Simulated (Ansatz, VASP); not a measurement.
**Ag in VASP and in Ansatz**

```
Ag
1.0
     0.00000    2.02267    2.04310
     2.02267    0.00000    2.04310
     2.02267    2.02267    0.00000
Ag
1
Cartesian
  0.0000 0.0000 0.0000
```

Change from the starting cell: equal xx and yy strain of -1 %, crystal datasets.

Alike in both runs: task electric field gradients; functional LDA; k mesh 15 × 15 × 15; occupations fermi-dirac, width 0.05 eV; no spin polarisation.

|  | VASP | Ansatz |
| --- | --- | --- |
| version | VASP 6.6.1 | Ansatz 0.2.0 |
| potentials or method | VASP PAW LDA potentials, release 64 (Ag), cutoff 520 eV | all-electron PAW with datasets made for the crystal, scalar-relativistic |

VASP gave:

- pressure (GPa): -5.3
- largest component of the traceless stress (GPa): 0.13
- Vzz of the field gradient on the site that differs most (V/Å²): 0.0

Task: Which values does Ansatz return?

Result: Pressure (GPa): -5.4; largest component of the traceless stress (GPa): 0.14; Vzz of the field gradient on the site that differs most (V/Å²): -0.3.

Ansatz ran all-electron here, so the differences hold the error of VASP's frozen core and of both bases. Ansatz warned: «gradients_without_spin_orbit».
